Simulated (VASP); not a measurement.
# Si12C11 (a cell with a defect) in VASP: settings compared

One crystal, Si12C11 (a cell with a defect), is run at these levels: PBEsol, LDA; tasks: relaxation of the atoms, single point.

All numbers are computed with VASP 6.6.1; they aren't measurements. Logs are shortened: lines on timing, memory, paths and dates and some standing lists are left out, and cuts for length are marked.

**1. Starting point**

The cell holds a defect, 23 atoms: a = 9.245 Å, b = 6.163 Å, c = 6.163 Å, α = 60.00°, β = 60.00°, γ = 60.00°.

**2. Relaxation of the atoms, PBEsol, collinear spin, ferromagnetic start (atoms moved at random, drawn with an rms of 0.05 Å)**

INCAR

```
PREC = Accurate
ENCUT = 450
EDIFF = 1E-5
ISMEAR = 0
SIGMA = 0.03
LREAL = Auto
LASPH = T
NELM = 120
ALGO = Normal
ISIF = 2
LWAVE = F
LCHARG = F
ISPIN = 2
MAGMOM = 0.75 0.75 0.75 0 0.75 0 0 0 0 0 0 0 0 0 0 0 0 0 0 0 0 0 0
LORBIT = 11
NUPDOWN = 3
GGA = PS
IBRION = 2
NSW = 60
EDIFFG = -0.03
NELECT = 91.0
ISYM = 0
KPAR = 4
```

KPOINTS

```
regular mesh
0
Gamma
  2 3 3
```

POSCAR

```
Si12C11
1.0
    0.0000000000      6.5370000000      6.5370000000
    4.3580000000      0.0000000000      4.3580000000
    4.3580000000      4.3580000000      0.0000000000
Si C
12 11
Direct
   -0.0025310000      0.0036210000      0.0013600000
    0.0005520000      0.0002820000      0.5043240000
    0.0054840000      0.4952450000     -0.0038730000
   -0.0025900000      0.4987470000      0.5051830000
    0.3279120000     -0.0040840000      0.0099730000
    0.3317560000      0.0093590000      0.4934570000
    0.3337530000      0.5129260000     -0.0112290000
    0.3318210000      0.4988560000      0.4934740000
    0.6699880000      0.0018430000     -0.0015480000
    0.6615180000      0.0104730000      0.4939820000
    0.6644800000      0.4955050000      0.0033930000
    0.6646500000      0.5022880000      0.5012900000
    0.0795650000      0.1252070000      0.6252490000
    0.0849450000      0.6246750000      0.1171280000
    0.0730250000      0.6334150000      0.6302070000
    0.4193390000      0.1170980000      0.1257000000
    0.4218620000      0.1276320000      0.6181270000
    0.4159560000      0.6283620000      0.1254560000
    0.4236840000      0.6261400000      0.6174680000
    0.7518380000      0.1283040000      0.1279010000
    0.7507320000      0.1247090000      0.6296710000
    0.7510880000      0.6306200000      0.1256140000
    0.7410520000      0.6309210000      0.6270230000
```

Potentials or basis: VASP PAW PBE potentials, release 64 (Si, C).

Launch:

```sh
> cat potpaw_PBE.64/Si/POTCAR potpaw_PBE.64/C/POTCAR > POTCAR
> mpirun -np 4 vasp_std > vasp.out
```

OUTCAR:

```text
PREC = Accurate
   ENCUT = 450
   EDIFF = 1E-5
   ISMEAR = 0
   LREAL = Auto
   LASPH = T
   NELM = 120
   ISIF = 2
   ISPIN = 2
   LORBIT = 11
   NUPDOWN = 3
   GGA = PS
   IBRION = 2
   NSW = 60
   EDIFFG = -0.03
   NELECT = 91.0
   ISYM = 0

 ion  position               nearest neighbor table
   1  0.997  0.004  0.001-  20 1.85  13 1.89  14 1.91   9 3.04   3 3.05   4 3.05  11 3.06   5 3.06
                             2 3.06   7 3.07  10 3.07   2 3.10   4 3.11   6 3.11   3 3.11
   2  0.001  0.000  0.504-  13 1.83  15 1.85  21 1.89   5 3.04   9 3.05   6 3.06   1 3.06   4 3.06
                             3 3.07   8 3.08   3 3.09  12 3.10   4 3.10   1 3.10  10 3.14
   3  0.005  0.495  0.996-  15 1.85  14 1.86  22 1.92   5 3.03   1 3.05   4 3.05   8 3.06   7 3.07
                             2 3.07   2 3.09   4 3.11   9 3.11   1 3.11  11 3.13  12 3.13
   4  0.997  0.499  0.505-  15 1.88  13 1.88  23 1.94  14 1.95   3 3.05   6 3.05   1 3.05   8 3.06
                             2 3.06  11 3.07  12 3.08   2 3.10   1 3.11   3 3.11  10 3.13   7 3.15
   5  0.328  0.996  0.010-  18 1.85  16 1.88  17 1.97   7 3.02   8 3.02   3 3.03   2 3.04   6 3.04
                             1 3.06  11 3.10   6 3.13  10 3.13   8 3.14   9 3.15
   6  0.332  0.009  0.493-  16 1.85  17 1.90  13 1.90  19 1.93   8 3.02   5 3.04  10 3.05   4 3.05
                             7 3.06   2 3.06   9 3.09  12 3.10   7 3.11   1 3.11   5 3.13   8 3.15
   7  0.334  0.513  0.989-  19 1.87  14 1.88  18 1.89  16 1.99   5 3.02  12 3.03  11 3.05   6 3.06
                             8 3.06   1 3.07   3 3.07   8 3.11   6 3.11   9 3.13   4 3.15
   8  0.332  0.499  0.493-  18 1.85  17 1.87  15 1.95  19 1.96   6 3.02   5 3.02  10 3.03  11 3.05
                             4 3.06   3 3.06   7 3.06   2 3.08   7 3.11  12 3.11   5 3.14   6 3.15
   9  0.670  0.002  0.998-  21 1.86  22 1.87  16 1.89  20 1.91  11 3.03   1 3.04  10 3.04   2 3.05
                            12 3.07  12 3.09   6 3.09   3 3.11  10 3.12   7 3.13  11 3.13   5 3.15
  10  0.662  0.010  0.494-  17 1.81  20 1.84  23 1.91  21 1.93  11 3.01   8 3.03   9 3.04   6 3.05
                            12 3.07   1 3.07  12 3.10   9 3.12   4 3.13   5 3.13   2 3.14
  11  0.664  0.496  0.003-  20 1.85  18 1.88  23 1.90  22 1.95  10 3.01   9 3.03   8 3.05   7 3.05
                             1 3.06  12 3.07   4 3.07  12 3.09   5 3.10   3 3.13   9 3.13
  12  0.665  0.502  0.501-  19 1.82  23 1.86  22 1.89  21 1.90   7 3.03  10 3.07  11 3.07   9 3.07
                             4 3.08   9 3.09  11 3.09  10 3.10   2 3.10   6 3.10   8 3.11   3 3.13
  13  0.080  0.125  0.625-   2 1.83   4 1.88   1 1.89   6 1.90
  14  0.085  0.625  0.117-   3 1.86   7 1.88   1 1.91   4 1.95
  15  0.073  0.633  0.630-   3 1.85   2 1.85   4 1.88   8 1.95
  16  0.419  0.117  0.126-   6 1.85   5 1.88   9 1.89   7 1.99
  17  0.422  0.128  0.618-  10 1.81   8 1.87   6 1.90   5 1.97
  18  0.416  0.628  0.125-   5 1.85   8 1.85  11 1.88   7 1.89
  19  0.424  0.626  0.617-  12 1.82   7 1.87   6 1.93   8 1.96
  20  0.752  0.128  0.128-  10 1.84  11 1.85   1 1.85   9 1.91
  21  0.751  0.125  0.630-   9 1.86   2 1.89  12 1.90  10 1.93
  22  0.751  0.631  0.126-   9 1.87  12 1.89   3 1.92  11 1.95
  23  0.741  0.631  0.627-  12 1.86  11 1.90  10 1.91   4 1.94

IMPORTANT INFORMATION: All symmetrisations will be switched off!
NOSYMM: (Re-)initialisation of all symmetry stuff for point group C_1.

----------------------------------------------------------------------------------------

                                     Primitive cell

  volume of cell :     248.3036

  direct lattice vectors                    reciprocal lattice vectors
     0.000000000  6.537000000  6.537000000    -0.076487685  0.076487685  0.076487685
     4.358000000  0.000000000  4.358000000     0.114731528 -0.114731528  0.114731528
     4.358000000  4.358000000  0.000000000     0.114731528  0.114731528 -0.114731528

  length of vectors
     9.244714057  6.163142705  6.163142705     0.132480557  0.198720836  0.198720836

[... 54 lines left out ...]
  --------------------------------------------------------------------------------------
  -------------------------------------------------------------------------------------
  Total      -11.1797023    -11.6635288    -12.5024970     -1.0677219      0.0520684     -2.0513424
  in kB      -72.1369688    -75.2588565    -80.6722947     -6.8894699      0.3359713    -13.2362758
  external PRESSURE =     -76.0227067 kB  Pullay stress =       0.0000000 kB
[... 152 lines left out ...]
  FREE ENERGIE OF THE ION-ELECTRON SYSTEM (eV)
  ---------------------------------------------------
  free  energy   TOTEN  =      -184.3222471722 eV

  energy  without entropy=     -184.3175449337  energy(sigma->0) =     -184.31989605

[... ionic steps 4 to 9 ...]

--------------------------------------- Ionic step       10  -------------------------------------------

 number of electron      91.0000003 magnetization       3.0000000

------------------------ aborting loop because EDIFF is reached ----------------------------------------
[... 109 lines left out ...]
--------------------------------------- Ionic step       12  -------------------------------------------

 number of electron      91.0000003 magnetization       3.0000000

 Free energy of the ion-electron system (eV)
  ---------------------------------------------------
  ext. energy  EPLUGINS =         0.00000000
  ---------------------------------------------------
  free energy    TOTEN  =      -184.37132091 eV

  energy without entropy =     -184.36737041  energy(sigma->0) =     -184.36934566

 E-fermi :   7.2109     XC(G=0): -11.3380

 val. band max:        9.6868354853   @ k =   0.0000   0.0000   0.3333
 cond. band min:       7.2402071793   @ k =   0.5000   0.0000   0.3333
 fundamental gap:     -2.4466283060
 Fermi energy:         9.6988976034

 spin component 1

 k-point     1 :       0.0000    0.0000    0.0000
  band No.  band energies     occupation
      1      -7.5533      1.00000
      2      -5.6134      1.00000
      3      -5.3906      1.00000
      4      -4.1468      1.00000
      5      -4.0513      1.00000
      6      -3.9915      1.00000
[... 589 lines left out ...]
     56      13.1722      0.00000
     57      13.5574      0.00000
 Fermi energy:         7.2109156522

 spin component 2

 k-point     1 :       0.0000    0.0000    0.0000
  band No.  band energies     occupation
      1      -7.4107      1.00000
      2      -5.4690      1.00000
      3      -5.2465      1.00000
      4      -4.0044      1.00000
      5      -3.9078      1.00000
      6      -3.8391      1.00000
[... 589 lines left out ...]
     56      13.3589      0.00000
     57      13.7989      0.00000
 [bands above 57 left out]

------------------------ aborting loop because EDIFF is reached ----------------------------------------

  FORCE on cell =-STRESS in cart. coord.  units (eV):
  Direction    XX          YY          ZZ          XY          YZ          ZX
  --------------------------------------------------------------------------------------
  -------------------------------------------------------------------------------------
  Total      -11.9058452    -13.7213213    -13.7063201     -1.9203978      0.7550729     -2.0251120
  in kB      -76.8224016    -88.5367518    -88.4399566    -12.3913562      4.8721039    -13.0670243
  external PRESSURE =     -84.5997033 kB  Pullay stress =       0.0000000 kB
[... 38 lines left out ...]
  FREE ENERGIE OF THE ION-ELECTRON SYSTEM (eV)
  ---------------------------------------------------
  free  energy   TOTEN  =      -184.3713209134 eV

  energy  without entropy=     -184.3673704111  energy(sigma->0) =     -184.36934566

 reached required accuracy - stopping structural energy minimisation

 total charge

# of ion       s       p       d       tot
------------------------------------------
    1        0.727   0.874   0.000   1.602
    2        0.728   0.877   0.000   1.605
    3        0.728   0.875   0.000   1.603
    4        0.708   0.960   0.000   1.668
    5        0.729   0.880   0.000   1.609
    6        0.708   0.957   0.000   1.665
[... 15 lines left out ...]
   22        0.842   1.670   0.000   2.513
   23        0.841   1.667   0.000   2.507
--------------------------------------------------
tot         17.845  29.438   0.000  47.283

 magnetization (x)

# of ion       s       p       d       tot
------------------------------------------
    1        0.033   0.077   0.000   0.110
    2        0.037   0.090   0.000   0.127
    3        0.037   0.089   0.000   0.127
    4        0.002   0.010   0.000   0.012
    5        0.037   0.103   0.000   0.140
    6        0.000   0.013   0.000   0.014
[... 15 lines left out ...]
   22        0.007   0.067   0.000   0.074
   23        0.004   0.071   0.000   0.075
--------------------------------------------------
tot          0.244   1.143   0.000   1.386
```

Wall time 26 min (4 MPI ranks of AMD EPYC 7R13 (Zen 3), shared host); peak memory 0.6 GiB.

Results:

```yaml
Free_energy: -184.3713 eV
Energy_gained_by_relaxing: 27.2 meV/atom
Ionic_steps: 12
Largest_force_after_relaxing: 0.023 eV/Å
Net_moment: 3.00 μB per cell
Site_moments: Si +0.11, +0.13, +0.01, +0.14, +0.03; C +0.05, +0.06, +0.08, +0.07 μB
Valence_electrons_inside_the_program's_atomic_spheres: Si 1.60, 1.67, 1.61, 1.66, 1.65; C 2.50, 2.49, 2.51
```

Forces in eV/Å, atoms in the order of the input:
```
Si   0.005  0.006  0.008
Si  -0.011  0.010  0.017
Si   0.010  0.002  0.020
Si  -0.008 -0.006  0.007
Si  -0.005  0.002 -0.006
Si   0.000  0.004  0.006
Si  -0.002 -0.006 -0.002
Si   0.011  0.004 -0.011
Si  -0.006 -0.007  0.002
Si   0.000 -0.001 -0.007
Si   0.009 -0.002  0.005
Si  -0.006 -0.002 -0.007
C    0.002  0.006  0.009
C    0.003  0.015  0.001
C    0.003  0.010  0.007
C   -0.005 -0.017 -0.005
C    0.003  0.002 -0.016
C   -0.003  0.000 -0.019
C    0.002 -0.005 -0.009
C   -0.004 -0.012 -0.002
C   -0.005 -0.010  0.007
C   -0.005  0.011 -0.004
C    0.012 -0.005 -0.002
```

The path:
| step | energy change (eV) | largest force (eV/Å) | pressure (GPa) |
| --- | --- | --- | --- |
| 1 | 0.0000 | 2.1338 | -7.60 |
| 2 | -0.4311 | 1.2351 | -8.26 |
| 3 | -0.5761 | 0.5005 | -8.43 |
| 4 | -0.6091 | 0.2305 | -8.50 |
| 5 | -0.6095 | 0.2155 | -8.50 |
| 6 | -0.6191 | 0.1013 | -8.51 |
| 7 | -0.6207 | 0.1153 | -8.52 |
| 8 | -0.6235 | 0.0672 | -8.51 |
| 9 | -0.6236 | 0.0732 | -8.50 |
| 10 | -0.6246 | 0.0410 | -8.48 |
| 11 | -0.6247 | 0.0435 | -8.48 |
| 12 | -0.6252 | 0.0230 | -8.46 |

Final structure:
```yaml
crystal:
  lattice:
    - [0.00000, 6.53700, 6.53700]
    - [4.35800, 0.00000, 4.35800]
    - [4.35800, 4.35800, 0.00000]
  atoms:
    - { symbol: Si, position: [0.00180, 0.00188, 0.99944] }
    - { symbol: Si, position: [0.99810, 0.00539, 0.49701] }
    - { symbol: Si, position: [0.99873, 0.49779, 0.00313] }
    - { symbol: Si, position: [0.99927, 0.50206, 0.49955] }
    - { symbol: Si, position: [0.32867, 0.00303, 0.99894] }
    - { symbol: Si, position: [0.33164, 0.00345, 0.49856] }
    - { symbol: Si, position: [0.33179, 0.50146, 0.00048] }
    - { symbol: Si, position: [0.33153, 0.50264, 0.49894] }
    - { symbol: Si, position: [0.66623, 0.00158, 0.99950] }
    - { symbol: Si, position: [0.66543, 0.00300, 0.49995] }
    - { symbol: Si, position: [0.66549, 0.50246, 0.00023] }
    - { symbol: Si, position: [0.66538, 0.50199, 0.49937] }
    - { symbol: C, position: [0.08382, 0.12839, 0.62287] }
    - { symbol: C, position: [0.08388, 0.62527, 0.12569] }
    - { symbol: C, position: [0.08289, 0.62666, 0.62402] }
    - { symbol: C, position: [0.41600, 0.12683, 0.12408] }
    - { symbol: C, position: [0.41707, 0.12749, 0.62161] }
    - { symbol: C, position: [0.41697, 0.62565, 0.12374] }
    - { symbol: C, position: [0.41623, 0.62705, 0.62397] }
    - { symbol: C, position: [0.75185, 0.12663, 0.12419] }
    - { symbol: C, position: [0.74847, 0.12744, 0.62519] }
    - { symbol: C, position: [0.74873, 0.62724, 0.12483] }
    - { symbol: C, position: [0.74991, 0.62676, 0.62405] }
```

Caveat: the k mesh is coarse (spacing up to 0.42 Å⁻¹), so the values aren't converged; the cell is charged against a uniform background, so pressure and absolute levels hang on convention; the cutoff is under 1.25 times the usual one of these potentials, so pressure, stress and relaxed cells hold a basis-set (Pulay) error; the PAW data sets were made with another functional, which shifts forces and pressure a little; the total moment is fixed, so each spin has its own Fermi level.

[end of part 1 of 2]
